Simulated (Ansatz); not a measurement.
A 6-atom cell of ZnS (R3m) from a materials database, relaxed with r2SCAN in Ansatz. The symmetry is R3m (No. 160, trigonal); conventional cell a = 3.807 Å, c = 28.065 Å, 19.57 Å³ an atom. Zn has 4 S at 2.33–2.34 Å; Zn has 4 S at 2.33 Å; S has 4 Zn at 2.33–2.34 Å; S has 4 Zn at 2.33 Å.

The axes x, y and z are those of this cell:
```
Zn S
1.0
     1.90346    1.09897    9.35486
    -1.90346    1.09897    9.35486
     0.00000   -2.19793    9.35486
Zn S
3 3
Direct
  0.99998 0.99998 0.99998
  0.22227 0.22227 0.22227
  0.44456 0.44456 0.44456
  0.08327 0.08327 0.08327
  0.52784 0.52784 0.52784
  0.30541 0.30541 0.30541
```

Unstrained: The PBE gap is direct at Γ: 2.191 eV. With r2SCAN the gap is 2.755 eV and direct, at Γ. The HSE06 gap is direct at Γ: 3.432 eV. Meshes: PBE 8×8×8, r2SCAN 8×8×8, HSE06 4×4×4. Strains are changes of length per length, and xy shears are angles. After each strain the atoms were relaxed again with r2SCAN within the symmetry that the strain leaves, so tilts or polar shifts that break it weren't tested; points keep the names that they have in the unstrained zone. The values are computed, spin-unpolarised, and not measurements.

(1) Estimate what xy shear, engineering strain (angle) +0.45 % does to the gap.

(2) Apply uniaxial +4.47 % along x, other directions held. How far does the gap move, against the unstrained cell?

(3) Apply isotropic -0.85 % on every length. How far does the gap move, against the unstrained cell?

(4) Order the strained cells by their HSE06 gap, smallest first.
A. uniaxial +4.47 % along x, other directions held
B. isotropic -0.85 % on every length
C. xy shear, engineering strain (angle) +0.45 %

Answers

(1) PBE: the gap goes from 2.191 to 2.181 eV (-0.010 eV); with r2SCAN the top three valence levels at Γ, grouped 2+1 from the top over 57 meV, become 1+1+1 over 67 meV. r2SCAN: the gap goes from 2.755 to 2.745 eV (-0.010 eV). HSE06: the gap goes from 3.432 to 3.421 eV (-0.011 eV). The r2SCAN energy rises by 0.0 meV an atom.

(2) PBE: the gap goes from 2.191 to 1.947 eV (-0.244 eV). r2SCAN: the gap goes from 2.755 to 2.498 eV (-0.257 eV). HSE06: the gap goes from 3.432 to 3.165 eV (-0.267 eV). The r2SCAN energy rises by 14.6 meV an atom.

(3) PBE: the gap goes from 2.191 to 2.305 eV (+0.114 eV). r2SCAN: the gap goes from 2.755 to 2.876 eV (+0.121 eV). HSE06: the gap goes from 3.432 to 3.556 eV (+0.124 eV). The r2SCAN energy rises by 3.3 meV an atom.

(4) A (3.16 eV), C (3.42 eV), B (3.56 eV).

The splittings at Γ are without spin-orbit coupling, which regroups them where it is of like size or larger.
